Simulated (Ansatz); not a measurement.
**BaS: from supercell energies to defect levels (S on the Ba site)**

Computed with Ansatz, DFT PBE, scalar-relativistic, plane waves, PAW. (420 eV cutoff, 2×2×2 k-mesh, shifted by half a step, Gaussian smearing of 0.01 eV, collinear spin in charge +1 alone)

Host crystal, relaxed:

```
CELL_PARAMETERS angstrom
0.00000 3.21426 3.21426
3.21426 0.00000 3.21426
3.21426 3.21426 0.00000
ATOMIC_POSITIONS crystal
Ba 0.00000 0.00000 0.00000
S 0.50000 0.50000 0.50000
```

The S on the Ba site was set at (0.000, 0.000, 0.000) of the host cell, in a supercell of 32 sites (1063 Å³), relaxed at fixed cell in each charge q. In charge +2 some atom moved by up to 0.6 Å, so the relaxed defect can differ in kind from the start: near the site, 6 S at 3.21 Å became 6 S at 2.62 Å (charge +2). The host's Kohn–Sham gap is 2.23 eV and its static dielectric constant 15.3 (mean). For each charge: the supercell's free energy over the neutral one with q electrons exchanged at the valence band top, F(q) − F(0) + qE_v; the image-charge term; and the term that aligns the potential far from the defect with the host's.

Spin-orbit coupling is left out, which matters for the bands and energies of heavy elements.

| q | F(q) − F(0) + qE_v (eV) | image charge (eV) | alignment (eV) |
| --- | --- | --- | --- |
| +2 | -1.096 | 0.532 | -0.936 |
| +1 | -0.276 | 0.133 | -0.406 |
| 0 | 0.000 | 0.000 | 0.000 |

Q: Add the terms and find the levels between neighbouring charges, ε(q/q′) = [A(q′) − A(q)]/(q − q′), with and without the two corrections.

A: A(q): -1.499 eV for +2, -0.549 eV for +1, 0.000 eV for 0.
| level | corrected (eV over E_v) | uncorrected (eV) |
| --- | --- | --- |
| (+2/+1) | 0.95 | 0.82 |
| (+1/0) | 0.55 | 0.28 |

As a check, a point charge in a simple cubic cell of this volume has q²αe²/(2εL) = 0.131 q² eV (e² = 14.40 eV Å, α = 2.837, L = 10.20 Å); the shape of the real cell can change it somewhat. The term grows as q², so it pushes donor levels down and acceptor levels up. The program doubts the alignment for q = +2, +1, so levels beside it are uncertain by about that term.

Q: Which of these charges is lowest with the Fermi level at the valence band top, at mid-gap and at the conduction band bottom?

A: The line A(q) + qE_F that lies lowest gives the charge: +2 at E_F = 0.00 eV, 0 at E_F = 1.12 eV, 0 at E_F = 2.23 eV. The level (+2/+1) lies above (+1/0), so charge +1 is never the lowest: a negative-U pattern, with a direct (+2/0) level at 0.75 eV. In charge +1, 0 the cell has partly filled levels, from a carrier spread over the host's bands, a defect level that the small cell broadens into a band, or a degenerate defect level that the symmetric start can't split, so the levels beside it are doubtful. Charges beyond those computed could lie lower near the band edges.

Q: The neutral defect forms at 8.31 eV with atoms taken from and returned to the elements. What are the formation energies at those three Fermi levels, and what share of sites would hold the defect at 1200 K with E_F at mid-gap, if the host still stood at that temperature?

A: E_f = E_f(0) + A(q) + qE_F = 6.81, 8.31, 8.31 eV. In the dilute limit the share is exp(−E_f/k_BT) = exp(−8.312/0.1034) = 1.2×10⁻³⁵, leaving out degeneracy and vibrational entropy. Both elements stand at their elemental potentials, a limit that the host or competing compounds often put out of reach. The small cell and the narrow Kohn–Sham gap leave errors of tenths of an eV or more, which change the share by orders of magnitude.